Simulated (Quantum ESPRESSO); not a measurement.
Runs of Quantum ESPRESSO 7.5 on TeH2. The cell holds a molecule in a box, 3 atoms: a = 11.000 Å, b = 11.000 Å, c = 10.000 Å, α = 90.00°, β = 90.00°, γ = 90.00°. 

| task | level | potentials or basis | spin | fixed moment (μB) | cell | cutoff (eV) | smearing | boundary across the vacuum | form of the LDA correlation | mixing beta | assume isolated | most ionic steps | other keys | gap on the mesh (eV) | largest force (eV/Å) |
| --- | --- | --- | --- | --- | --- | --- | --- | --- | --- | --- | --- | --- | --- | --- | --- |
| real-space fields | LDA | PseudoDojo 0.4.1 SR LDA stringent | collinear, ferromagnetic start | 0 | as given | 1170 | gaussian 0.01 eV | mt | PW92 | 0.3 | mt | - | - | - | (a) |
| real-space fields | RPBE+D3(BJ) | GBRV 1.5 PBE | off | - | as given | 612 | fermi-dirac 0.01 eV | mt | - | 0.05 | mt | - | mixing_beta = 0.05 | (b) | 0.72 |
| real-space fields | BLYP+D3(BJ) | JTH 2.0 PBE | off | - | as given | 544 | fixed | mt | - | 0.5 | mt | - | - | 3.86 | 0.71 |
| relaxation of the atoms | BLYP+D3(BJ) | SPMS 1.0 PBE | off | - | atoms relaxed | 952 | fixed | none | - | 0.5 | - | 40 | - | 3.77 | 0.01 |

Alike in all rows: k mesh 1 × 1 × 1.

Problem. Fill in the values left out.

Solution. (a) 0.25; (b) 3.90.

Caveats: the potentials were made for another functional, which shifts forces and pressure (some runs); this is a molecule in a periodic box, so the gap is that between its Kohn-Sham HOMO and LUMO and the box isn't a crystal (some runs); spin-orbit coupling is left out, which moves the levels of the heavy elements (some runs); the total moment is fixed, so each spin has its own Fermi level (some runs).

A k mesh can miss the band edges, and the runs leave out spin-orbit coupling on Te.

A gap of «none» marks a metal or a gap under the smearing width.

The runs don't all hold the same shells in valence.

Runs at the PBE level aren't shown here.
